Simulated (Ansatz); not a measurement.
# CsCl: the cost of one run

Method: DFT LDA, all-electron LAPW, scalar-relativistic unless said, in Ansatz 0.2.0.

2 further runs of the same task are left out: 2 set aside as unsound or not needed.

## 1. The starting structure

The structure is cubic, space group Pm-3m (No. 221). Conventional cell: a = 3.969 Å, b = 3.969 Å, c = 3.969 Å, α = 90.00°, β = 90.00°, γ = 90.00°. Around Cs (site symmetry m-3m) lie 8 Cl at 3.44 Å. Cl (site symmetry m-3m) has 8 Cs at 3.44 Å as nearest neighbours.

Structure file:

```
Cs Cl
1.0
     3.96923    0.00000    0.00000
     0.00000    3.96923    0.00000
     0.00000    0.00000    3.96923
Cs Cl
1 1
Direct
  0.00000 0.00000 0.00000
  0.50000 0.50000 0.50000
```

Cartesian axes are those of the input's lattice vectors. The structure goes back to a database entry.

## 2. Reference run, LAPW

Contents of input.yaml:

```yaml
crystal:
  lattice:
    - [3.96922695669, 0.0, 0.0]
    - [0.0, 3.96922695669, 0.0]
    - [0.0, 0.0, 3.96922695669]
  atoms:
    - { symbol: Cs, position: [0.0, 0.0, 0.0] }
    - { symbol: Cl, position: [0.5, 0.5, 0.5] }
kpoints:
  mp_grid: { grid: [6, 6, 6] }
scf:
  occupations: { method: fixed }
hamiltonian:
  xc: lda
  pseudopotentials: { kind: all_electron, lapw: { basis_error: 0.0005 } }
phonons:
  qmesh: [2, 2, 2]
  qpath:
    path:
      - [0.0, 0.0, 0.0]
      - [0.0, 0.5, 0.0]
      - [0.5, 0.5, 0.0]
      - [0.0, 0.0, 0.0]
      - [0.5, 0.5, 0.5]
      - [0.0, 0.5, 0.0]
      - [0.5, 0.5, 0.5]
      - [0.5, 0.5, 0.0]
    npoints: 6
  temperatures: { t_min: 0, t_max: 1000, t_step: 100 }
```

Launch:

```sh
> ansatz run input.yaml --threads 1 --pin off --max-ram 3072MiB --backend cpu --events-out ev --progress --plain --runs-dir out
```

**Question.** How long does this run take on 1 thread of Intel Xeon 6975P-C (Granite Rapids), shared host, and how much memory does it need?

About 1.8 min, with a peak of 0.47 GiB.
